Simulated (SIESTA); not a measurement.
The system is PbSe (Clausthalite).

```
CELL_PARAMETERS angstrom
0.00000 3.06065 3.06065
3.06065 0.00000 3.06065
3.06065 3.06065 0.00000
ATOMIC_POSITIONS crystal
Pb 0.00000 0.00000 0.00000
Se 0.50000 0.50000 0.50000
```

- Program: SIESTA 5.4.2
- Task: relaxation of cell and atoms
- Functional: PBE
- Potentials or basis: PseudoDojo 0.4 standard (PBE files)
- Basis: DZP (energy shift 0.003 Ry; two zetas on semicore shells)
- Grid cutoff: 750 Ry
- Energy shift: 0.003 Ry
- k mesh: 6 × 6 × 6
- Occupations: fermi-dirac, width 0.05 eV
- Spin: no spin polarisation

At the start: pressure 3.7 GPa; volume 28.67 Å³/atom.

**Question.** Where does the relaxation end?

**Answer.** Over 4 steps the energy falls by 22.9 meV/atom and the volume is 30.76 Å³/atom (+7.3 %); space group Fm-3m (No. 225, to 0.05 Å).

The path:
```csv
step,energy change (eV),largest force (eV/Å),pressure (GPa),volume (Å³)
1,0.0000,0.0000,3.70,57.34
2,-0.0043,0.0000,3.50,57.53
3,-0.0456,0.0000,0.21,61.21
4,-0.0458,0.0000,-0.02,61.53
```

Final structure:
```
CELL_PARAMETERS angstrom
0.00031 3.13351 3.13351
3.13351 0.00031 3.13351
3.13351 3.13351 0.00031
ATOMIC_POSITIONS crystal
Pb 0.00000 0.00000 0.00000
Se 0.50000 0.50000 0.50000
```

Caveat: the basis of atomic orbitals isn't converged, which shifts pressures, moduli and gaps.
